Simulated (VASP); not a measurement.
# Zn: single point with PBEsol

Crystal: Zn.

```
Zn
1.0
    -1.52714    1.56173    1.52690
     1.48647   -1.65878    1.58329
     1.56585    1.69749   -1.62395
Zn
1
Cartesian
  -0.0200 0.0572 0.0050
```

The cell isn't the ideal one: cell strained at random at fixed volume.

```
Program                : VASP 6.6.1
Task                   : single point
Functional             : PBEsol
Potentials or basis    : VASP PAW PBE potentials, release 64 (Zn)
Cutoff                 : 520 eV
k mesh                 : 12 × 12 × 12
Occupations            : fermi-dirac, width 0.05 eV
Spin                   : no spin polarisation
Ladder                 : free
Further INCAR settings : ALGO = Normal; EDIFF = 1e-07; NBANDS = 12
```

* Pressure: -4.6 GPa
* Band gap on the k mesh: none (metal or under the smearing width)

Stress tensor (GPa, compression positive):
```
-5.82  0.60  0.19
 0.60 -3.98 -1.38
 0.19 -1.38 -4.15
```

Levels at points of the mesh, in eV from the Fermi level:
```
           k point  band 2  band 3  band 4  band 5  band 6  band 7  band 8  band 9  band 10  band 11
(0.00, 0.00, 0.00)   -7.87   -7.84   -7.63   -7.31   -7.23   16.90   18.66   19.47    20.23    20.85
(0.50, 0.00, 0.00)   -7.97   -7.40   -7.29   -6.90   -2.53   -0.67   10.97   13.31    15.17    17.11
(0.00, 0.50, 0.00)   -8.14   -7.25   -7.22   -6.91   -2.34   -0.38    9.45   12.36    13.57    16.40
(0.50, 0.50, 0.00)   -8.05   -7.36   -7.23   -6.93   -2.62   -0.86   10.47   13.53    14.56    17.46
(0.00, 0.00, 0.50)   -8.08   -7.33   -7.20   -6.97   -2.86   -1.35   11.54   13.20    15.47    17.26
(0.50, 0.00, 0.50)   -8.17   -7.23   -7.19   -6.96   -2.63   -0.92   10.52   12.13    14.47    16.31
(0.00, 0.50, 0.50)   -8.07   -7.33   -7.20   -7.00   -3.14   -1.91   12.47   13.70    16.25    17.83
(0.50, 0.50, 0.50)   -8.32   -7.12   -6.99   -6.95    3.02    4.46    5.02    6.73     8.61     9.18
```

Run time: 2.5 min on 1 thread of Intel(R) Xeon(R) Platinum 8375C CPU @ 2.90GHz (Ice Lake) (shared host), peak memory 0.25 GiB.

Caveat: the PAW data sets were made with another functional, which shifts forces and pressure a little.
